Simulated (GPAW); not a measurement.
# Sb (P6_3/mmc) in GPAW: settings compared, part 2 of 2

GPAW 26.7.0.

## (3) Band structure, PBEsol

File run.py:

```python
from ase import Atoms
from ase.dft.bandgap import bandgap
from ase.io import write
from ase.units import GPa
from gpaw import GPAW, PW, setup_paths

setup_paths.insert(0, '.')

atoms = Atoms(['Sb', 'Sb'],
              cell=[[3.3545324186, 0.0, 0.0],
                    [-1.6772662093, 2.9051102923, 0.0],
                    [0.0, 0.0, 5.47016065]],
              scaled_positions=[[0.6666666667, 0.3333333333, 0.75],
                                [0.3333333333, 0.6666666667, 0.25]],
              pbc=True)

calc = GPAW(mode=PW(600),
            xc='PBEsol',
            kpts={'size': (9, 9, 5), 'gamma': True},
            occupations={'name': 'fermi-dirac', 'width': 0.05},
            nbands=25,
            convergence={'density': 1e-05, 'energy': 1e-05},
            maxiter=150,
            txt='gpaw.txt')
atoms.calc = calc
energy = atoms.get_potential_energy()
forces = atoms.get_forces()
stress = atoms.get_stress()
calc.write('gs.gpw')
write('result.traj', atoms)
print(f'Energy: {energy:.6f} eV')
print('Forces (eV/A):')
print(forces.round(4))
print('Stress (GPa):', (stress / GPa).round(3))
print('Fermi level:', round(calc.get_fermi_level(), 4), 'eV')
print(f'Gap: {bandgap(calc)[0]:.4f} eV, direct: {bandgap(calc, direct=True)[0]:.4f} eV')

path = atoms.cell.bandpath('GMKGALHA,LM,KH', npoints=80, eps=1e-4)
bs_calc = calc.fixed_density(kpts=path, symmetry='off', nbands=39,
                             convergence={'bands': 'CBM+6.0', 'eigenstates': 1e-6}, txt='bands.txt')
bs = bs_calc.band_structure()
bs.write('bs.json')
print(f'Gap on the path: {bandgap(bs_calc)[0]:.4f} eV')
```

Potentials or basis: PAW data sets generated in the run's folder for this functional, pw.

Launch:

```bash
$ gpaw-setup -f PBEsol Sb
$ OMP_NUM_THREADS=1 python run.py
```

gpaw.txt:

```text
__  _  _
 | _ |_)|_||  |
 |__||  | ||/\| - 26.7.0

Input parameters:
  mode=PW(ecut=600.0),
  convergence={'density': 1e-05, 'energy': 1e-05},
  kpts=MonkhorstPack(size=(9, 9, 5), gamma=True),
  maxiter=150,
  nbands=25,
  occupations=Occupations(name='fermi-dirac', width=0.05),
  xc=XC(name='PBEsol')

Diagonalizing LCAO Hamiltonian
Converting LCAO to pw mode

           Sb

        Sb

Atoms  # Å, Bohr magnetons
|   | symbol |         x |        y |        z |    initial magnetic moments |
|---|--------|-----------|----------|----------|-----------------------------|
| 0 |     Sb |  1.677266 | 0.968370 | 4.102620 | ( 0.0000,  0.0000,  0.0000) |
| 1 |     Sb | -0.000000 | 1.936740 | 1.367540 | ( 0.0000,  0.0000,  0.0000) |

Unit cell  # Å
| periodic |         x |        y |        z |  lengths |     angles |
|----------|-----------|----------|----------|----------|------------|
|      yes |  3.354532 | 0.000000 | 0.000000 | 3.354532 |  90.000000 |
|      yes | -1.677266 | 2.905110 | 0.000000 | 3.354532 |  90.000000 |
|      yes |  0.000000 | 0.000000 | 5.470161 | 5.470161 | 120.000000 |

Number of symmetries: 12
Symmetry operations  # r_c * U_cc + t_c -> r_c
|    | kind |            matrix            |
|----|------|------------------------------|
|  0 |  σ   |  1, 1, 0,  0,-1, 0,  0, 0, 1 |
|  1 |  S6  |  1, 1, 0, -1, 0, 0,  0, 0,-1 |
|  2 |  E   |  1, 0, 0,  0, 1, 0,  0, 0, 1 |
|  3 |  C2  |  1, 0, 0, -1,-1, 0,  0, 0,-1 |
|  4 |  C2  |  0, 1, 0,  1, 0, 0,  0, 0,-1 |
|  5 |  C3  |  0, 1, 0, -1,-1, 0,  0, 0, 1 |
|  6 |  S6  |  0,-1, 0,  1, 1, 0,  0, 0,-1 |
|  7 |  σ   |  0,-1, 0, -1, 0, 0,  0, 0, 1 |
|  8 |  σ   | -1, 0, 0,  1, 1, 0,  0, 0, 1 |
|  9 |  i   | -1, 0, 0,  0,-1, 0,  0, 0,-1 |
| 10 |  C3  | -1,-1, 0,  1, 0, 0,  0, 0, 1 |
| 11 |  C2  | -1,-1, 0,  0, 1, 0,  0, 0,-1 |

BZ-sampling:
  Number of BZ points: 405
  Number of IBZ points: 50

  Monkhorst-Pack size: [9, 9, 5]
  Monkhorst-Pack shift: [0, 0, 0]

K-points  # in reciprocal-cell coordinates
|     |                                coordinates |     weight |
|-----|--------------------------------------------|------------|
|   0 | (  0.00000000,   0.00000000,   0.00000000) | 0.00246914 |
|   1 | (  0.00000000,   0.00000000,   0.20000000) | 0.00493827 |
|   2 | (  0.00000000,   0.00000000,   0.40000000) | 0.00493827 |
|   3 | (  0.11111111,   0.00000000,  -0.40000000) | 0.01481481 |
|   4 | (  0.11111111,   0.00000000,  -0.20000000) | 0.01481481 |
|   5 | (  0.11111111,   0.00000000,   0.00000000) | 0.01481481 |
|   6 | (  0.11111111,   0.00000000,   0.20000000) | 0.01481481 |
|   7 | (  0.11111111,   0.00000000,   0.40000000) | 0.01481481 |
|   8 | (  0.22222222,  -0.11111111,   0.00000000) | 0.01481481 |
|   9 | (  0.22222222,  -0.11111111,   0.20000000) | 0.02962963 |
| ... |                                            |            |
|  49 | (  0.44444444,   0.44444444,   0.40000000) | 0.02962963 |

Plane wave coefficients: 1798
Cutoff: 600.0 eV

Spin-components: 1 (collinear spins)
Bands:           25
Projectors:      12
Spin-degeneracy: 2
Datatype:        complex128

Parallelization:
  kpt:    1
  domain: 1
  band:   1

Density:
  Valence electrons: 30.0
  Components: 1
  Grid points: [20 20 32]
  Charge: 0.0  # |e|

Potential:
  Grid points: [20 20 32]

species:
  Sb:
    name:    Antimony
    Z:       51.0
    valence: 15
    core:    36
    charge:  0.0  # [|e|]
    compensation charges:
      type: gauss
      rc: 0.36  # [Å]
      lmax: 2
    cutoffs:
      filter: 2.23  # [Å]
      core: 2.23  # [Å]
    projectors
    | kind |    occ | energy [eV] | rcut [Å] |
    |------|--------|-------------|----------|
    |   5s |  2.000 |     -12.861 |    1.154 |
    |   5p |  3.000 |      -4.846 |    1.233 |
    |   4d | 10.000 |     -33.456 |    1.196 |
    |    s |        |      14.351 |    1.154 |
    |    p |        |      22.365 |    1.233 |
    |    d |        |      -6.245 |    1.196 |

    Using partial waves for Sb as LCAO basis

Reference energy: -352409.566924  # eV

eigensolver:
  PPCG
  Converge bands: occupied
  niter=2

density mixing:
  MSR1-Mixer
  Pratt-step length: 0.05
  Maximum mixing coefficient: 0.75
  Old densities: 10
  SVD Regularization: 0.005
  Good broyden scale: 1.0
  Trust region scale: 1.0
  Backstep threshold: 4.0
  History deletion threshold: 6.0
  Fourier metric: weight=20.0, sigma=0.015

occupation numbers:
  Fermi-Dirac:
    width: 0.0500  # eV

poisson solver:
  ecut: 4800.0  # eV

xc functional:
  name: PBEsol with 2 nearest neighbor stencil

convergence criteria:
- Maximum integral of absolute [dens]ity change: 1e-05 electrons / valence electron
- Maximum [total energy] change in last 3 cyles: 1e-05 eV / valence electron
- Maximum integral of absolute [eigenst]ate change: 4e-08 eV^2 / valence electron
maximum number of iterations: 150

SCF iterations
|iter     | |      energy | eigst |  dens |
|---------|-|-------------|-------|-------|
|iter:   1| |   -9.228811 | +0.47 |       |
|iter:   2| |   -9.233354 | -2.10 | -1.83 |
|iter:   3| |   -9.215194 | -2.59 | -1.85 |
|iter:   4| |   -9.215249 | -4.13 | -2.51 |
|iter:   5| |   -9.215323c| -5.03 | -2.93 |
|iter:   6| |   -9.215329c| -5.79 | -3.63 |
|iter:   7| |   -9.215328c| -6.69 | -4.15 |
|iter:   8| |   -9.215328c| -7.45c| -5.00 |
|iter:   9| |   -9.215328c| -8.22c| -5.36c|

Converged in 9 steps
Energy contributions relative to reference atoms: (reference = -352409.566924)

Energy contributions:
  Kinetic:          -2.950636
  Coulomb:           1.920595
  Zero:              0.325473
  External:          0.000000
  Xc:               -8.504754
  Entropy:          -0.012010
  Spinorbit:         0.000000
  ----------------------------
  Free energy:      -9.221333
  Extrapolated:     -9.215328

dipole moment: (-0.000000, -0.000001, -0.000001)  # |e|*Ang

Fermi level: 8.012
Eigenvalues  # (at kpt = [0.000, 0.000, 0.000])
| band index |      eig [eV] | occ [0-2] |
|------------|---------------|-----------|
|          0 |       -21.133 |     2.000 |
|        ... |               |           |
|          5 |       -21.110 |     2.000 |
|          6 |       -21.106 |     2.000 |
|          7 |       -21.106 |     2.000 |
|          8 |       -21.054 |     2.000 |
|          9 |       -21.054 |     2.000 |
|         10 |        -4.885 |     2.000 |
[... 8 lines left out ...]
|         19 |        17.243 |     0.000 |
|         20 |        18.523 |     0.000 |
|        ... |               |           |
|         24 |        20.316 |     0.000 |

No gap
No difference between direct/indirect transitions

Forces  # eV/Ang
|        x |        y |        z |
|----------|----------|----------|
| -0.00000 | -0.00000 |  0.00007 |  # Sb   0
|  0.00000 |  0.00000 | -0.00007 |  # Sb   1

Stress tensor  # eV/Ang^3
|        x |        y |        z |
|----------|----------|----------|
| 0.011373 | 0.000000 | 0.000000 |
| 0.000000 | 0.011373 | 0.000000 |
| 0.000000 | 0.000000 | 0.013360 |

# Writing to gs.gpw (mode='')
```

Wall time 60 s (1 thread of Arm Neoverse V2, shared host); peak memory 0.32 GiB.

Results:

```
Free energy             : -9.2213 eV
Pressure                : -1.9 GPa
Band gap along the path : none (metal or under the smearing width)
```

Stress tensor (GPa, compression positive):
```
-1.82  0.00  0.00
 0.00 -1.82  0.00
 0.00  0.00 -2.14
```

Levels at the corners of the path, in eV from the Fermi level:
| point | band 12 | band 13 | band 14 | band 15 | band 16 | band 17 |
| --- | --- | --- | --- | --- | --- | --- |
| Γ | -9.06 | -5.78 | 3.69 | 3.69 | 5.34 | 5.34 |
| M | -7.99 | -4.25 | -2.98 | -2.20 | -0.06 | 0.46 |
| K | -8.07 | -4.40 | -2.10 | -2.10 | -0.95 | -0.68 |
| Γ | -9.06 | -5.78 | 3.69 | 3.69 | 5.34 | 5.34 |
| A | -11.66 | -0.71 | -0.71 | 4.50 | 4.50 | 4.50 |
| L | -8.41 | -5.28 | -5.28 | 1.71 | 1.71 | 1.90 |
| H | -7.75 | -4.21 | -4.21 | -3.16 | -3.16 | 3.14 |
| A | -11.66 | -0.71 | -0.71 | 4.50 | 4.50 | 4.50 |
| L | -8.41 | -5.28 | -5.28 | 1.71 | 1.71 | 1.90 |
| M | -7.99 | -4.25 | -2.98 | -2.20 | -0.06 | 0.46 |
| K | -8.07 | -4.40 | -2.10 | -2.10 | -0.95 | -0.68 |
| H | -7.75 | -4.21 | -4.21 | -3.16 | -3.16 | 3.14 |

Caveat: spin-orbit coupling is left out, which moves the levels of the heavy elements.

## (4) Band structure, PBEsol, spin-orbit coupling, no magnetisation

run.py, as its differences from that of step 3:

```diff
@@ -1 +1,2 @@
+import numpy as np
 from ase import Atoms
@@ -5,2 +6,3 @@
 from gpaw import GPAW, PW, setup_paths
+from gpaw.spinorbit import soc_eigenstates
 
@@ -43 +45,7 @@
 print(f'Gap on the path: {bandgap(bs_calc)[0]:.4f} eV')
+
+soc = soc_eigenstates(bs_calc, theta=54.7, phi=45)
+np.savetxt('soc_bands.dat', soc.eigenvalues(), fmt='%.4f')
+mesh = soc_eigenstates('gs.gpw', theta=54.7, phi=45)
+np.savetxt('soc_mesh.dat', mesh.eigenvalues(), fmt='%.4f')
+print('Fermi level with spin-orbit coupling:', round(mesh.fermi_level, 4), 'eV')
```

Launch:

```bash
$ gpaw-setup -f PBEsol Sb
$ OMP_NUM_THREADS=1 python run.py
```

Run time: 61 s. Hardware: 1 thread of Arm Neoverse V2, shared host; peak memory 0.38 GiB.

It converged, with:

```
Free energy             : -9.2213 eV
Pressure                : -1.9 GPa
Band gap along the path : none (metal or under the smearing width)
```

Stress tensor (GPa, compression positive):
```
-1.82  0.00  0.00
 0.00 -1.82  0.00
 0.00  0.00 -2.14
```

Levels at the corners of the path, in eV from the Fermi level:
| point | band 24 | band 25 | band 26 | band 27 | band 28 | band 29 | band 30 | band 31 | band 32 | band 33 |
| --- | --- | --- | --- | --- | --- | --- | --- | --- | --- | --- |
| Γ | -9.06 | -5.80 | -5.80 | 3.30 | 3.30 | 4.08 | 4.08 | 4.50 | 4.50 | 5.76 |
| M | -7.99 | -4.27 | -4.27 | -3.07 | -3.07 | -2.16 | -2.16 | -0.07 | -0.07 | 0.50 |
| K | -8.05 | -4.42 | -4.42 | -2.34 | -2.34 | -1.91 | -1.91 | -1.08 | -1.08 | -0.64 |
| Γ | -9.06 | -5.80 | -5.80 | 3.30 | 3.30 | 4.08 | 4.08 | 4.50 | 4.50 | 5.76 |
| A | -11.66 | -0.74 | -0.74 | -0.74 | -0.74 | 4.09 | 4.09 | 4.09 | 4.09 | 4.93 |
| L | -8.40 | -5.29 | -5.29 | -5.29 | -5.29 | 1.48 | 1.48 | 1.48 | 1.48 | 2.13 |
| H | -7.75 | -4.37 | -4.37 | -4.11 | -4.11 | -3.33 | -3.33 | -2.99 | -2.98 | 3.04 |
| A | -11.66 | -0.74 | -0.74 | -0.74 | -0.74 | 4.09 | 4.09 | 4.09 | 4.09 | 4.93 |
| L | -8.40 | -5.29 | -5.29 | -5.29 | -5.29 | 1.48 | 1.48 | 1.48 | 1.48 | 2.13 |
| M | -7.99 | -4.27 | -4.27 | -3.07 | -3.07 | -2.16 | -2.16 | -0.07 | -0.07 | 0.50 |
| K | -8.05 | -4.42 | -4.42 | -2.34 | -2.34 | -1.91 | -1.91 | -1.08 | -1.08 | -0.64 |
| H | -7.75 | -4.37 | -4.37 | -4.11 | -4.11 | -3.33 | -3.33 | -2.99 | -2.98 | 3.04 |

Caveat: spin-orbit coupling was added after a scalar SCF, so levels and gaps hold it while energy, forces, pressure and moments don't; this program's spin-orbit splittings come out too wide for heavy elements.

## (5) Overview

| task | level | potentials or basis | spin | k mesh | ranks | band path | band points | spin axis theta (degrees) | spin axis phi (degrees) | pressure (GPa) |
| --- | --- | --- | --- | --- | --- | --- | --- | --- | --- | --- |
| equation of state | r2SCAN | GPAW PAW data sets (gpaw-data 1.2.1), pw | off | 7 × 7 × 4 | 4 | - | - | - | - | - |
| band structure | PBEsol | PAW data sets generated in the run's folder for this functional, pw | off | 9 × 9 × 5 | - | GMKGALHA,LM,KH | 80 | - | - | -1.9 |
| band structure | PBEsol | PAW data sets generated in the run's folder for this functional, pw | SOC, no magnetisation | 9 × 9 × 5 | - | GMKGALHA,LM,KH | 80 | 54.7 | 45 | -1.9 |

Alike in all rows: cell as given; cutoff (eV) 600; smearing fermi-dirac 0.05 eV.

Caveats: the points scatter about the fit (some runs); the PAW data sets were made with another functional, which shifts forces and pressure a little (some runs); spin-orbit coupling is left out, which moves the levels of the heavy elements (some runs); spin-orbit coupling was added after a scalar SCF, so levels and gaps hold it while energy, forces, pressure and moments don't (some runs); this program's spin-orbit splittings come out too wide for heavy elements (some runs).

Total energies depend on the potentials used, so only differences within one code and one set of settings carry meaning.
